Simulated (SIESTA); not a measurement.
# Cu under changes of volume

One of the cells (11.436 Å³/atom); the others are scaled copies at fixed shape and fractional positions:

```
Cu
1.0
     2.53410    0.00000    0.00000
    -1.26705    2.19459    0.00000
     0.00000    0.00000    4.11257
Cu
2
Direct
  0.66667 0.33333 0.75000
  0.33333 0.66667 0.25000
```

This isn't the form of Cu at room conditions, which is fcc.

- Program: SIESTA 5.4.2
- Functional: PBEsol
- Potentials or basis: PseudoDojo 0.4 standard (PBEsol files)
- Basis: DZP (energy shift 0.003 Ry; two zetas on semicore shells)
- Grid cutoff: 800 Ry
- Energy shift: 0.003 Ry
- k mesh: 12 × 12 × 7
- Occupations: fermi-dirac, width 0.05 eV
- Spin: no spin polarisation

```csv
volume (Å³/atom),energy over the lowest point (meV/atom),pressure (GPa)
10.749,15.66,10.0
10.978,4.86,5.3
11.207,0.02,1.7
11.436,0.00,-1.7
11.664,4.76,-4.9
11.893,?,?
12.122,26.75,-10.0
```

Problem. What does the run at 11.893 Å³/atom give?

Solution. Energy over the lowest point 13.95 meV/atom; pressure -7.8 GPa.

Worked out: A Birch-Murnaghan fit of order 3 (a polynomial in V^(-2/3)) to the other rows has its minimum at 11.32 Å³/atom with B0 = V·E''(V) = 170 GPa and B' = 3.6 at fixed shape and positions, which overstates the stiffness. It gives 13.82 meV/atom at 11.893 Å³/atom, against the run's 13.95, and -dE/dV = -7.7 GPa, against -7.8.

Energies are extrapolated to zero smearing.

Caveats: short orbitals over semicore shells can move pressures by several GPa; the basis of atomic orbitals isn't converged, which shifts pressures, moduli and gaps.
